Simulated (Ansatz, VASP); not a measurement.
CdF2: VASP beside Ansatz

```
Cd F
1.0
     0.00000    2.74016    2.74016
     2.74016    0.00000    2.74016
     2.74016    2.74016    0.00000
Cd F
1 2
Direct
  0.00000 0.00000 0.00000
  0.25000 0.25000 0.25000
  0.75000 0.75000 0.75000
```

The cell is a database's computed one.

Alike in both runs: task relaxation of cell and atoms; functional PBE; dispersion D3(BJ); k mesh 8 × 8 × 8; occupations gaussian, width 0.02 eV; no spin polarisation.

|  | VASP | Ansatz |
| --- | --- | --- |
| version | VASP 6.6.1 | Ansatz 0.2.0 |
| potentials or method | VASP PAW PBE potentials, release 64 (Cd, F) | scalar-relativistic, plane waves, PAW |
| plane-wave cutoff (eV) | 600 | 420 |
| valence electrons in the cell | 26 | 34 |

Ansatz gave:

| Property | Result |
| --- | --- |
| gap on the k mesh at the Fermi level, each at its own relaxed structure (eV) | 2.98 |
| relaxed volume (Å³/atom) | 13.46 |
| relaxed cell length with the largest relative difference (Å) | 3.851 |
| energy change over the relaxation (meV/atom) | -2 |

Task: What did VASP give for the same quantities?

Result: gap on the k mesh at the Fermi level, each at its own relaxed structure (eV): 2.94; relaxed volume (Å³/atom): 13.51; relaxed cell length with the largest relative difference (Å): 3.855; energy change over the relaxation (meV/atom): -1.

The two sets of potentials don't hold the same shells in valence.

A k mesh can miss the band edges. As with any semilocal functional, this PBE gap is likely too small.
